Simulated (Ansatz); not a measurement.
# AlN (P6_3mc): dielectric-dependent hybrid calculation from a Python script

All numbers are computed with Ansatz 0.2.0, driven from Python. The levels of theory stand in the script.

**1. The structure**

It takes space group P6_3mc (No. 186, hexagonal). The conventional cell has a = 3.113 Å, b = 3.113 Å, c = 4.981 Å, α = 90.00°, β = 90.00°, γ = 120.00°. Al (site symmetry 3m) is surrounded by 4 N at 1.89 Å. N (site symmetry 3m) has 4 Al at 1.89 Å as nearest neighbours.

Input file POSCAR:

```text
AlN
1.0
   3.11300000    0.00000000    0.00000000
  -1.55650000    2.69593708    0.00000000
   0.00000000    0.00000000    4.98100000
Al N
2 2
Direct
   0.33333333    0.66666667    0.00000000
   0.66666667    0.33333333    0.50000000
   0.33333333    0.66666667    0.38000000
   0.66666667    0.33333333    0.88000000
```

**2. The script**

Contents of ddh_aln.py:

```python
"""Dielectric-dependent hybrid for AlN."""

import warnings

import ansatz as az
from ase.io import read
import numpy as np


def count_gap(report):
    # lowest empty less highest filled band, counting bands; zero where they overlap
    return max(report.get("gap_by_band_count_ev") or 0.0, 0.0)

warnings.simplefilter("ignore", az.DeckWarning)

atoms = read("POSCAR", format="vasp")
cell = az.Crystal.from_ase(atoms)

model = (
    cell.calculation()
    .kpoints(5, 5, 3)
    .scf(tolerance=1e-08)
    .occupations("fixed")
    .band_table()
)
semilocal = model.functional("pbesol").run(threads=1, pin="off").report
hybrid = model.functional(exchange="pbesol", correlation="pbesol", exact_fraction="inverse_dielectric").run(threads=1, pin="off").report
alpha = hybrid["hybrid"]["exact_exchange_fraction"]
print(f"fraction of exact exchange {alpha:.4f}, so eps_inf = {1 / alpha:.2f} on this mesh")
print(f"gap by band count: {count_gap(semilocal):.3f} eV semilocal, {count_gap(hybrid):.3f} eV hybrid")
```

**3. What the engine is handed**

The engine receives this input (first run):

```yaml
crystal:
  lattice:
    - [3.113, 0.0, 0.0]
    - [-1.5565, 2.69593708, 0.0]
    - [0.0, 0.0, 4.981]
  atoms:
    - { symbol: Al, position: [0.33333333, 0.66666667, 0.0] }
    - { symbol: Al, position: [0.66666667, 0.33333333, 0.5] }
    - { symbol: "N", position: [0.33333333, 0.66666667, 0.38] }
    - { symbol: "N", position: [0.66666667, 0.33333333, 0.88] }
kpoints:
  mp_grid:
    grid: [5, 5, 3]
hamiltonian:
  xc: pbesol
scf:
  convergence:
    dr2_threshold: 1.0e-08
  occupations:
    method: fixed
output:
  eigenvalues: true
```

**4. Running it**

Run with:

```bash
> python ddh_aln.py
```

What time and memory should one allow on 1 thread of Intel Xeon 6975P-C (Granite Rapids), shared host?

About 18 s, with a peak of 0.79 GiB.
